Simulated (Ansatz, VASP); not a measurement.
Al in VASP and in Ansatz

Contents of INCAR:

```
SYSTEM = Al
ALGO = Normal ; EDIFF = 1E-7
ENCUT = 520 ; GGA = PE
ISIF = 2 ; ISMEAR = -1
LASPH = .TRUE. ; LCHARG = .TRUE.
LELF = .TRUE. ; LREAL = .FALSE.
LVHAR = .TRUE. ; LWAVE = .FALSE.
NBANDS = 10 ; NELM = 80
PREC = Accurate ; SIGMA = 0.05
```

File KPOINTS:

```
k-points
0
G
  7 7 10
  0 0 0
```

File POSCAR:

```
Al
1.0
    4.4308952612      0.0000000000      0.0000000000
   -2.2154476306      3.8372681501      0.0000000000
    0.0000000000      0.0000000000      2.6858035974
Al
2
Direct
    0.3333300000      0.6666700000      0.0000000000
    0.6666700000      0.3333300000      0.0000000000
```

input.yaml

```yaml
crystal:
  lattice:
    - [4.4308952612, 0.0, 0.0]
    - [-2.2154476306, 3.8372681501, 0.0]
    - [0.0, 0.0, 2.6858035974]
  atoms:
    - { symbol: Al, position: [0.33333, 0.66667, 0.0] }
    - { symbol: Al, position: [0.66667, 0.33333, 0.0] }
hamiltonian:
  xc: pbe
  pseudopotentials: { kind: paw }
kpoints:
  mp_grid: { grid: [7, 7, 10] }
scf:
  occupations: { method: fermi_dirac, width: 0.05 }
output:
  forces: true
  stress: true
  eigenvalues: true
  write_density: true
  write_potential: true
  elf: true
  volumetric_format: npy
```

The cell was built by a generator and needn't be a form met in nature.

Alike in both runs: task single point; functional PBE; k mesh 7 × 7 × 10; occupations fermi-dirac, width 0.05 eV; no spin polarisation.

```csv
,VASP,Ansatz
version,VASP 6.6.1,Ansatz 0.2.0
potentials or method,"VASP PAW PBE potentials, release 64 (Al)",Ansatz PAW
plane-wave cutoff (eV),520,420
valence electrons in the cell,6,6
```

```tsv
	VASP	Ansatz	Ansatz less VASP
gap on the k mesh at the Fermi level (eV)	none	none	-
pressure (GPa)	3.9	3.9	+0.02
largest component of the traceless stress (GPa)	0.77	0.79	+0.021
```

A gap of «none» marks a metal or a gap that the smearing closes. The functional is the same, so the differences come from potentials, cutoffs and numerics.
